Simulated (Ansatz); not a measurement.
A relaxation computed with Ansatz, from input to last step.

```yaml
crystal:
  lattice:
    - [0.0, 1.7630079468, 1.7630079468]
    - [1.7630079468, 0.0, 1.7630079468]
    - [1.7630079468, 1.7630079468, 0.0]
  atoms:
    - { symbol: Co, position: [0.0, 0.0, 0.0], spin: 1.94 }
basis:
  ecutwfc: 420
kpoints:
  mp_grid: { grid: [20, 20, 20] }
hamiltonian:
  xc: pbe
scf:
  occupations: { method: gaussian, width: 0.1 }
output:
  forces: true
  stress: true
  eigenvalues: true
  populations: true
magnetization:
  spin_polarized: true
relax:
  adjacent_minimum: "off"
  f_tol: 0.01
  max_steps: 60
  cell: { stress_tol: 0.1 }
```

```bash
ansatz run input.yaml --threads 1 --pin off --max-ram 1331MiB --backend cpu --events-out ev --progress --plain --runs-dir out
```

Computed with DFT PBE, scalar-relativistic, plane waves, PAW (Ansatz 0.2.0).

Of 4 frames 3 are shown, positions in Å and forces in eV/Å; the SCF threshold varies from step to step. Steps run on the plane waves of an earlier cell, with a Pulay correction in the pressure. The basis is chosen afresh for the last frame, the zero of the energies, and at times for earlier ones too; energy and pressure step there, also at an unchanged geometry.

```xyz
1
Lattice="0.0000 1.7630 1.7630 1.7630 0.0000 1.7630 1.7630 1.7630 0.0000" Properties=species:S:1:pos:R:3:forces:R:3 pbc="T T T" step=1 free_energy_over_end_meV_per_atom=0.17 pressure_GPa=-1.05
Co    0.0000    0.0000    0.0000    0.0000    0.0000    0.0000
1
Lattice="0.0000 1.7614 1.7614 1.7614 0.0000 1.7614 1.7614 1.7614 0.0000" Properties=species:S:1:pos:R:3:forces:R:3 pbc="T T T" step=2 free_energy_over_end_meV_per_atom=0.00 pressure_GPa=-0.48
Co    0.0000    0.0000    0.0000    0.0000    0.0000    0.0000
1
Lattice="0.0000 1.7601 1.7601 1.7601 0.0000 1.7601 1.7601 1.7601 0.0000" Properties=species:S:1:pos:R:3:forces:R:3 pbc="T T T" step=4 free_energy_over_end_meV_per_atom=0.00 pressure_GPa=0.00
Co    0.0000    0.0000    0.0000    0.0000    0.0000    0.0000
```